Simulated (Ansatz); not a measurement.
# AlNi3 in Ansatz: the effect of functional

AlNi3:

```
CELL_PARAMETERS angstrom
3.47544 0.00000 0.00000
0.00000 3.47544 0.00000
0.00000 0.00000 3.47544
ATOMIC_POSITIONS crystal
Ni 0.50000 0.50000 0.00000
Ni 0.50000 0.00000 0.50000
Ni 0.00000 0.50000 0.50000
Al 0.00000 0.00000 0.00000
```

The cell is a database's computed one.

The cell isn't the ideal one: volume scaled by 0.96.

Alike in all runs:

```yaml
Program: Ansatz 0.2.0
Task: single point
Potentials_or_basis: Ansatz PAW
k_mesh: 8 × 8 × 8
Occupations: fermi-dirac, width 0.05 eV
Spin: collinear spin, ferromagnetic start
Starting_moments: "[1.0, 1.0, 1.0, 0.0] μB"
```

```tsv
functional	cutoff	pressure (GPa)	moment (μB)
LDA	420 eV (not typed: the program's choice for these potentials)	1.0	0.41
r2SCAN	500 eV (not typed: the program's choice for these potentials)	9.7	0.85
PBE	420 eV (not typed: the program's choice for these potentials)	?	?
```

Problem. What does the run with functional PBE give?

Solution. Pressure 16.9 GPa; moment 0.66 μB.

Caveats: the PAW data sets come from PBE, with cores solved anew for the run's functional, which leaves a small shift of forces and pressure (some runs); the magnetic or orbital state may not be the lowest (some runs).
